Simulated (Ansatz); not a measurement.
Set up this calculation in Ansatz 0.2.0, as the native input.

| Quantity | Value |
| --- | --- |
| Task | relaxation of the atoms |
| Functional | PBE |
| Potentials or basis | all-electron LAPW, scalar-relativistic |
| Basis error allowed | 0.001 eV/atom |
| k mesh | 8 × 8 × 4 |
| Occupations | fermi-dirac, width 0.05 eV |
| Spin | no spin polarisation |

Ca:

```
CELL_PARAMETERS angstrom
3.98000 0.00000 0.00000
-1.99000 3.44678 0.00000
0.00000 0.00000 6.65040
ATOMIC_POSITIONS crystal
Ca 0.66667 0.33333 0.75000
Ca 0.33333 0.66667 0.25000
```

The cell isn't the ideal one: strain = 0.02.

These files were run (other wordings do the same):

input.yaml

```yaml
crystal:
  lattice:
    - [3.98, 0.0, 0.0]
    - [-1.99, 3.4467811071, 0.0]
    - [0.0, 0.0, 6.6504]
  atoms:
    - { symbol: Ca, position: [0.6666666667, 0.3333333333, 0.75] }
    - { symbol: Ca, position: [0.3333333333, 0.6666666667, 0.25] }
kpoints:
  mp_grid: { grid: [8, 8, 4] }
scf:
  occupations: { method: fermi_dirac, width: 0.05 }
hamiltonian:
  xc: pbe
  pseudopotentials: { kind: all_electron, lapw: { basis_error: 0.001 } }
output:
  forces: true
  stress: true
relax:
  f_tol: 0.005
  max_steps: 60
```

Potentials or basis: all-electron LAPW, scalar-relativistic.

Command:

```bash
$ ansatz run input.yaml --threads 1 --pin off --max-ram 3072MiB --backend cpu --events-out ev --progress --plain --runs-dir out
```

It gave:

```json
{
 "Pressure after relaxing": "-1.1 GPa"
}
```

Caveat: the relaxation stopped at its first step, so nothing moved.

Run time: 4.3 s on 1 thread of Intel(R) Xeon(R) Processor @ 2.70GHz, on a shared host, peak memory 0.26 GiB.
